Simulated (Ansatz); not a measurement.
The system is TaS2.

```
Ta S
1.0
     3.35000    0.00000    0.00000
    -1.67500    2.90119    0.00000
     0.00000    0.00000    5.86000
Ta S
1 2
Direct
  0.00000 0.00000 0.00000
  0.66667 0.33333 0.75000
  0.33333 0.66667 0.25000
```

```yaml
Program: Ansatz 0.2.0
Task: relaxation of cell and atoms
Functional: PBEsol
Potentials_or_basis: Ansatz PAW
Cutoff: "420 eV (not typed: the program's choice for these potentials)"
k_mesh: 9 × 9 × 5
Occupations: fermi-dirac, width 0.05 eV
Spin: no spin polarisation
```

At the start: volume 18.98 Å³/atom.

Task: Where does the relaxation end?

Result: It ends after 4 steps and the volume is 18.86 Å³/atom (-0.7 %); space group P-3m1 (No. 164, to 0.05 Å).

Step by step:
```csv
step,energy change (eV),largest force (eV/Å),volume (Å³)
1,0.0000,0.9946,56.95
2,-0.0652,0.0078,56.62
3,-0.0660,0.0093,56.57
4,-0.0660,0.0092,56.57
```

Final structure:
```
Ta S
1.0
     3.31879    0.00000    0.00000
    -1.65939    2.87416    0.00000
     0.00000    0.00000    5.93058
Ta S
1 2
Direct
  0.00000 0.00000 0.00000
  0.66667 0.33333 0.74021
  0.33333 0.66667 0.25979
```

Caveat: the plane-wave basis is chosen anew once the cell has moved, so the energies of steps on either side of that aren't comparable; this functional lacks dispersion, which binds the layers, so the pressure and a relaxed spacing across them are unreliable; the PAW data sets come from PBE, with cores solved anew for the run's functional, which leaves a small shift of forces and pressure.
